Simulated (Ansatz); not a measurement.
Runs of Ansatz 0.2.0 on HgSe. It takes space group F-43m (No. 216, cubic). Conventional cell: a = 6.078 Å, b = 6.078 Å, c = 6.078 Å, α = 90.00°, β = 90.00°, γ = 90.00°. Around Hg (site symmetry -43m) lie 4 Se at 2.63 Å. Se (site symmetry -43m) is surrounded by 4 Hg at 2.63 Å. 

```tsv
task	level	cell	cutoff (eV)	smearing	gap on the mesh (eV)	pressure (GPa)	relaxed volume (Å³/atom)
single point	PBE	as given	278	gaussian 0.024 eV	none	4.7	-
single point	PBE	as given	278	gaussian 0.026 eV	none	4.7	-
single point	PBEsol	as given	278	gaussian 0.1 eV	none	1.5	-
relaxation of cell and atoms	revPBE	relaxed	-	fermi-dirac 0.05 eV	-	0.0	31.67
relaxation of cell and atoms	BLYP+D4	relaxed	-	fermi-dirac 0.05 eV	-	0.0	(a)
relaxation of cell and atoms	PBE+D3(BJ)	relaxed	-	fermi-dirac 0.05 eV	-	0.0	29.40
```

Alike in all rows: potentials or basis all-electron LAPW, scalar-relativistic; no spin polarisation; k mesh 8 × 8 × 8; basis error allowed 0.001 eV/atom.

**Question.** Fill in the values left out.

**Answer.** (a) 30.25.

Caveats: the volume moved by +13 % from the deposited cell, more than functionals usually miss (some runs).

A k mesh can miss the band edges, and the runs leave out spin-orbit coupling on Hg, Se.

A gap of «none» marks a metal or a gap under the smearing width.
